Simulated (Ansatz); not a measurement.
## hcp against bcc along the lanthanides

Theory: DFT, RPBE, plane waves (420 eV) with PAW, scalar-relativistic (Ansatz). (PAW data from PBE, frozen cores regenerated.)

Each structure is relaxed within its symmetry, in the lowest magnetic state of the tried starts. Differences under about 8 meV lie within the error of the k-point mesh.

```json
{"element": "La", "E(hcp) − E(bcc) (meV/atom)": "-95", "V(hcp) (Å³/atom)": "39.89", "V(bcc) (Å³/atom)": "39.92", "state of hcp": "spin not included", "state of bcc": "spin not included"}
{"element": "Yb", "E(hcp) − E(bcc) (meV/atom)": "5", "V(hcp) (Å³/atom)": "38.83", "V(bcc) (Å³/atom)": "37.74", "state of hcp": "spin not included", "state of bcc": "spin not included"}
{"element": "Lu", "E(hcp) − E(bcc) (meV/atom)": "-127", "V(hcp) (Å³/atom)": "30.55", "V(bcc) (Å³/atom)": "31.14", "state of hcp": "spin not included", "state of bcc": "spin not included"}
```
